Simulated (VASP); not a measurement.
Pd:

```
Pd
1.0
    -1.36967    1.36967    2.08376
     1.36967   -1.36967    2.08376
     1.36967    1.36967   -2.08376
Pd
1
Direct
  0.00000 0.00000 0.00000
```

The cell was built by a generator and needn't be a form met in nature.

* Program: VASP 6.6.1
* Task: relaxation of cell and atoms
* Functional: r2SCAN
* Potentials or basis: VASP PAW PBE potentials, release 64 (Pd)
* Cutoff: 600 eV
* k mesh: 8 × 8 × 8
* Occupations: gaussian, width 0.1 eV
* Spin: no spin polarisation

At the start: pressure -6.2 GPa; volume 15.64 Å³/atom.

Where does the relaxation end?

Over 6 steps the energy falls by 20.1 meV/atom and the volume is 15.00 Å³/atom (-4.0 %); space group Fm-3m (No. 225, to 0.05 Å).

Step by step:
```
step  energy change (eV)  largest force (eV/Å)  pressure (GPa)  volume (Å³)
   1              0.0000                0.0000           -6.22        15.64
   2              0.0087                0.0000           10.85        14.30
   3             -0.0134                0.0000            0.36        15.03
   4             -0.0163                0.0000            0.28        15.02
   5             -0.0200                0.0000            0.39        15.01
   6             -0.0201                0.0000            0.41        15.00
```

Final structure:
```
Pd
1.0
    -1.38347    1.38347    1.95970
     1.38347   -1.38347    1.95970
     1.38347    1.38347   -1.95970
Pd
1
Direct
  0.00000 0.00000 0.00000
```

Caveat: the k mesh is coarse (spacing up to 0.41 Å⁻¹), so the values aren't converged; the PAW data sets were made with another functional, which shifts forces and pressure a little.
